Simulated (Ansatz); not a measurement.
Eu (fcc type), DFT, PBE, all-electron LAPW, scalar-relativistic (Ansatz 0.2.0), on 1 thread of Arm Neoverse V1 (shared host).

Command: `ansatz run input.yaml --threads 1 --pin off --max-ram 3072MiB --backend cpu --events-out ev --progress --plain --runs-dir out`

```yaml
crystal:
  lattice:
    - [0.0, 2.0737571434, 2.0737571434]
    - [2.0737571434, 0.0, 2.0737571434]
    - [2.0737571434, 2.0737571434, 0.0]
  atoms:
    - { symbol: Eu, position: [0.0, 0.0, 0.0], spin: 7.0 }
magnetization:
  spin_polarized: true
kpoints:
  mp_grid: { grid: [12, 12, 12] }
  band_path:
    path:
      - [0.0, 0.0, 0.0]
      - [0.5, 0.0, 0.5]
      - [0.625, 0.25, 0.625]
      - [0.375, 0.375, 0.75]
      - [0.0, 0.0, 0.0]
      - [0.5, 0.5, 0.5]
      - [0.5, 0.25, 0.75]
      - [0.5, 0.0, 0.5]
    npoints: 8
scf:
  occupations: { method: fermi_dirac, width: 0.08 }
hamiltonian:
  xc: pbe
  pseudopotentials: { kind: all_electron, lapw: { basis_error: 0.001 } }
output:
  forces: true
  stress: true
  eigenvalues: true
  populations: true
  dos: { projected: true, de: 0.2, e_range: [-14, 8] }
```

Problem. How large is the problem that the program sets up?

Solution. 72 irreducible k-points, 181 plane waves at Γ, 26 bands.

Problem. About how long does it take?

Solution. 48 s of wall time for 14 SCF iterations. Times on shared machines scatter by tens of per cent.
